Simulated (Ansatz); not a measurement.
Runs of Ansatz 0.2.0 on MoP. The structure is hexagonal, space group P-6m2 (No. 187). Conventional cell: a = 3.223 Å, b = 3.223 Å, c = 3.191 Å, α = 90.00°, β = 90.00°, γ = 120.00°. Mo (site symmetry -6m2) is surrounded by 6 P at 2.45 Å. P (site symmetry -6m2) is surrounded by 6 Mo at 2.45 Å. 

```tsv
task	level	cell	smearing	points for each segment of the path	gap on the mesh (eV)	pressure (GPa)	relaxed volume (Å³/atom)
relaxation of cell and atoms	revPBE	relaxed	fermi-dirac 0.05 eV	-	none	0.0	14.67
relaxation of cell and atoms	RPBE	relaxed	fermi-dirac 0.05 eV	-	-	0.0	14.72
relaxation of cell and atoms	PBE	relaxed	fermi-dirac 0.05 eV	-	-	0.0	(b)
band structure	LDA	as given	fermi-dirac 0.05 eV	14	none	-7.4	-
single point	RPBE	as given	gaussian 0.1 eV	-	none	5.5	-
single point	PBE	as given	gaussian 0.1 eV	-	none	2.6	-
band structure	BLYP	as given	fermi-dirac 0.05 eV	14	none	(a)	-
single point	RPBE	as given	gaussian 0.02 eV	-	none	5.5	-
```

Alike in all rows: potentials or basis Ansatz PAW; no spin polarisation; k mesh 10 × 10 × 8; cutoff (eV) 420.

Q: Estimate the missing entries.

A: (a) 13.4; (b) 14.53.

Caveats: the PAW data sets come from PBE, with cores solved anew for the run's functional, which leaves a small shift of forces and pressure (some runs); the plane-wave basis is chosen anew once the cell has moved, so the energies of steps on either side of that aren't comparable (some runs).

A k mesh can miss the band edges, and the runs leave out spin-orbit coupling on Mo.

A gap of «none» marks a metal or a gap under the smearing width.
